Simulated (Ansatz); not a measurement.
# PtSe2 (Sudovikovite) (P-3m1) in Ansatz: a series of runs

One crystal, PtSe2 (Sudovikovite), is run at these levels: PBE; tasks: single point.

All numbers are computed with Ansatz 0.2.0; they aren't measurements. Logs are shortened: lines on timing, memory, paths and dates and some standing lists are left out, and cuts for length are marked.

## Step 1: Starting point

Symmetry: P-3m1, No. 164, trigonal system. Conventional cell: a = 3.724 Å, b = 3.724 Å, c = 5.062 Å, α = 90.00°, β = 90.00°, γ = 120.00°. Around Pt (site symmetry -3m) lie 6 Se at 2.49 Å. Se (site symmetry 3m) has 3 Pt at 2.49 Å as nearest neighbours.

## Step 2: Single point, PBE

input.yaml reads:

```yaml
crystal:
  lattice:
    - [3.724, 0.0, 0.0]
    - [-1.862, 3.2250786037, 0.0]
    - [0.0, 0.0, 5.062]
  atoms:
    - { symbol: Pt, position: [0.0, 0.0, 0.0] }
    - { symbol: Se, position: [0.6666666667, 0.3333333333, 0.75] }
    - { symbol: Se, position: [0.3333333333, 0.6666666667, 0.25] }
hamiltonian:
  xc: pbe
  pseudopotentials: { kind: paw }
kpoints:
  mp_grid: { grid: [8, 8, 5] }
scf:
  occupations: { method: gaussian, width: 0.1 }
output:
  forces: true
  stress: true
  eigenvalues: true
```

Potentials or basis: Ansatz PAW.

Launch:

```bash
ansatz run input.yaml --threads 2 --pin off --max-ram 5632MiB --backend cpu --events-out ev --progress --plain --runs-dir out
```

Output:

```text
Warning: RAYON_NUM_THREADS=2 ignored (pool sized by the plan → 2); use --threads N
Engine: ansatz 0.2.0, aarch64-unknown-linux-gnu
Pseudopotentials: kind: paw
Pseudopotential: Pt, paw, valence charge 18, recommended cutoff 420 eV (normal), Pt.paw.azcp
Pseudopotential: Se, paw, valence charge 16, recommended cutoff 420 eV (normal), Se.paw.azcp
Functional definition: PBE
  parameter kappa = 0.804
  parameter beta = 0.06672455060314922
  exchange = pbe_x(kappa = kappa, mu = beta*pi^2/3)
  correlation = pbe_c(beta = beta)
Crystal: 3 atoms, lattice volume = 60.796 Å³
Basis set: ecut = 420 eV, 1205 PW (Γ), exchange–correlation on 50×50×72 points (8 copies of the dense FFT grid, shifted against one another)
Bands: 30, of which v1, the nominal top of the filled ones, is band 25 counted from 1 (24 counted from 0)
Symmetry: 12 space group operations
Space group: P-3m1 (ITA 164), of the structure as read, at distance tolerance 3.9e-5 Å
k-points: 40 of 320
Non-local potential: Pt, projectors of the file, l = 0: 3, l = 1: 2, l = 2: 2, l = 3: 1
Non-local potential: Se, projectors of the file, l = 0: 2, l = 1: 2, l = 2: 3, l = 3: 1
PAW form: soft (Blöchl's): semilocal exchange-correlation on the pseudo side does not see the compensation charge
PAW one-centre angular grid: Pt, 590 points (default); XC on 64 Gauss nodes
PAW one-centre angular grid: Se, 590 points (default); XC on 64 Gauss nodes
Initial density: superposition of atomic densities (neutral atoms: chi_scale 0, normalization atom), corrected by the library's trained network
Initial wavefunctions: pseudopotential atomic-orbital guess
Functional: x = pbe(κ = 0.804, μ = 0.2195149727645171), c = pbe(β = 0.06672455060314922)
SCF iter   1: F=—  HF=-23462.253399 eV  |F-HF|=—  |Δ(HF+E_count)|=         —  Δρ=3.14e-3  dr2=5.00e-3  ethr=1.77e-3  ⟨swp⟩=5.4  Hψ=4608  notcnv=0
preconditioner: auto → LDOS  [insulator: Δε(μ)=0.106 eV  Ē_g=10.189 eV  σ=0.100 eV  W_gap=0.53  n_scr=22 (ndim 8)  ℏωp=22.3 eV  f_vac=0.035  D(μ)=0.61/eV (n_scr^D=2)  ε∞_Penn≈5.8  β→1.0]
SCF iter   2: F=—  HF=-23462.255429 eV  |F-HF|=—  |Δ(HF+E_count)|=   2.03e-3  Δρ=1.95e-3  dr2=3.39e-3  ethr=9.99e-6  ⟨swp⟩=2.0  Hψ=2087  notcnv=0
SCF iter   3: F=—  HF=-23462.254770 eV  |F-HF|=—  |Δ(HF+E_count)|=   6.59e-4  Δρ=3.13e-4  dr2=5.21e-5  ethr=6.79e-6  ⟨swp⟩=2.0  Hψ=1504  notcnv=0
SCF iter   4: F=—  HF=-23462.254755 eV  |F-HF|=—  |Δ(HF+E_count)|=   1.50e-5  Δρ=4.11e-5  dr2=5.19e-7  ethr=1.04e-7  ⟨swp⟩=2.0  Hψ=2132  notcnv=0
iter 5 did not close the SCF: its close was put off for the readings that it lacked (scf_convergence_deferred on its scf_iter line)
SCF iter   5: F=-23462.254756 eV  HF=-23462.254756 eV  |F-HF|=9.34e-9  |Δ(HF+E_count)|=   9.31e-7  Δρ=6.98e-6  dr2=3.93e-8  ethr=1.04e-9  ⟨swp⟩=2.1  Hψ=2132  notcnv=0
SCF iter   6: F=-23462.254756 eV  HF=-23462.254756 eV  |F-HF|=1.00e-9  |Δ(HF+E_count)|=   1.40e-8  Δρ=2.85e-6  dr2=5.09e-9  ethr=7.87e-11  ⟨swp⟩=4.7  Hψ=5003  notcnv=0
SCF 1 converged in 6 iterations: F = -23462.254756 eV  dr2 = 5.09e-9
SCF converged after 6 iterations
Free energy (F): -23462.254756 eV
Harris-Foulkes:  -23462.254756 eV  (|F-HF|=1.00e-9)
Internal energy: -23462.251309 eV  (E = F + TS)
E sigma→0 (E₀):  -23462.253032 eV
Entropy (-TS):   -0.003447 eV (-1.149 meV/atom)
Fermi energy:    13.374922 eV
--- Per-component energies (eV) ---
  E_band       = -958.413377
  E_kinetic    = 876.384346
  E_local      = -6791.634997  (includes V_loc(G=0)·N_el)
  E_nonlocal   = -990.533572
  E_hartree    = 3150.782784
  E_xc         = -471.396329
  E_vxc        = -500.878703  (∫ρ·V_xc dr)
  E_paw        = -13277.917193  (= ΣΔE_a)
  E_vpaw       = 146.684713  (= ΣTr[D̂ρ^β])
  E_aug_tail   = -0.000985  (compensation charges beyond the density's cutoff)
  E_ewald      = -5957.935364
  E_smearing   = -0.003447  (= −TS)
  E_closure    = 0.000000  (closes the sum)
  Σ components = -23462.254756   (vs F -23462.254756, Δ=0.00e0)
--- Forces (eV/Å), atoms counted from 1 ---
  atom   1  Pt    -0.00000000     0.00000000     0.00000000
  atom   2  Se     0.00000000    -0.00000000    -0.59069060
  atom   3  Se    -0.00000000     0.00000000     0.59069060
  max |Σ_I F_I| component: 3.47e-18 eV/Å
--- Stress (GPa, compression-positive) ---
        7.918085      -0.000000       0.000000
        0.000000       7.918085       0.000000
       -0.000000       0.000000       6.088587
  P = ⅓ Tr σ = 7.3083 GPa (73.083 kbar)
--- Band table (eV; the first three rows and the last of 40) ---
  k-point 0: bands = ["-86.2421", "-40.4951", "-40.4951", "-40.4007", "-35.2361", "-35.2361", "-35.2337", "-35.2337", "-35.2194", "-35.2194", "-35.2145", "-35.2145", "-35.2095", "-35.2093", "-2.4040", "0.4223", "6.1085", "6.8167", "6.8167", "9.2763", "9.2763", "10.7210", "12.2411", "12.2411", "13.7189", "14.7786", "14.7786", "16.9282", "17.5303", "20.6152"]
  k-point 1: bands = ["-86.2420", "-40.4951", "-40.4951", "-40.4008", "-35.2360", "-35.2360", "-35.2338", "-35.2338", "-35.2191", "-35.2191", "-35.2149", "-35.2149", "-35.2096", "-35.2092", "-2.2580", "0.0745", "6.6272", "6.8347", "6.8347", "9.2649", "9.2649", "10.6861", "12.0753", "12.0753", "12.8745", "15.0673", "15.0673", "17.2372", "18.3679", "20.4751"]
  k-point 2: bands = ["-86.2420", "-40.4951", "-40.4951", "-40.4008", "-35.2359", "-35.2359", "-35.2338", "-35.2338", "-35.2183", "-35.2183", "-35.2157", "-35.2157", "-35.2096", "-35.2091", "-1.9167", "-0.5468", "6.8645", "6.8645", "7.6294", "9.2481", "9.2481", "10.4688", "11.7558", "11.8438", "11.8438", "15.5397", "15.5397", "17.9547", "19.4753", "20.1594"]
  k-point 39: bands = ["-86.2418", "-40.5035", "-40.5009", "-40.4000", "-35.2356", "-35.2352", "-35.2347", "-35.2339", "-35.2184", "-35.2170", "-35.2166", "-35.2163", "-35.2089", "-35.2089", "-0.4489", "-0.3166", "6.3763", "6.9048", "7.4764", "8.4650", "8.8098", "9.5214", "9.6706", "10.7430", "11.0053", "14.8016", "15.3069", "19.1682", "20.2203", "21.0523"]
```

It took 2 s on 2 threads of Arm Neoverse V1, shared host; peak memory 0.36 GiB.

What came out:

- Free energy: -23462.2548 eV
- Pressure: 7.3 GPa
- Largest force: 0.591 eV/Å
- Band gap on the k mesh: none (metal or under the smearing width)

Forces on the atoms (eV/Å):
```
Pt   0.000  0.000  0.000
Se   0.000  0.000 -0.591
Se   0.000  0.000  0.591
```

Levels at points of the mesh, in eV from the Fermi level:
```csv
k point,band 21,band 22,band 23,band 24,band 25,band 26,band 27,band 28,band 29,band 30
"(0.00, 0.00, 0.00)",-4.10,-2.65,-1.13,-1.13,0.34,1.40,1.40,3.55,4.16,7.24
"(0.00, -0.50, 0.00)",-3.78,-3.61,-3.59,-3.50,-3.05,0.61,2.30,4.73,5.78,7.06
```

Spin-orbit coupling is left out, which matters for the levels of Pt.

## Step 3: Single point, PBE

input.yaml: that of step 2 with these lines changed.

```diff
@@ -15,3 +15,3 @@
 scf:
-  occupations: { method: gaussian, width: 0.1 }
+  occupations: { method: gaussian, width: 0.05 }
 output:
```

Potentials or basis: Ansatz PAW.

Launch:

```bash
ansatz run input.yaml --threads 2 --pin off --max-ram 5632MiB --backend cpu --events-out ev --progress --plain --runs-dir out
```

Run time: 1.9 s. Hardware: 2 threads of Arm Neoverse V1, shared host; peak memory 0.36 GiB.

Results (log left out):

```
Free energy            : -23462.2533 eV
Pressure               : 7.3 GPa
Largest force          : 0.578 eV/Å
Band gap on the k mesh : none (metal or under the smearing width)
```

Forces in eV/Å, atoms in the order of the input:
```
Pt   0.000  0.000  0.000
Se   0.000  0.000 -0.578
Se   0.000  0.000  0.578
```

Stress tensor (GPa, compression positive):
```
7.91 0.00 0.00
0.00 7.91 0.00
0.00 0.00 6.14
```

Levels at points of the mesh, in eV from the Fermi level:
| k point | band 23 | band 24 | band 25 | band 26 | band 27 | band 28 |
| --- | --- | --- | --- | --- | --- | --- |
| (0.00, 0.00, 0.00) | -1.15 | -1.15 | 0.33 | 1.38 | 1.38 | 3.53 |
| (0.00, -0.50, 0.00) | -3.61 | -3.53 | -3.07 | 0.59 | 2.28 | 4.71 |
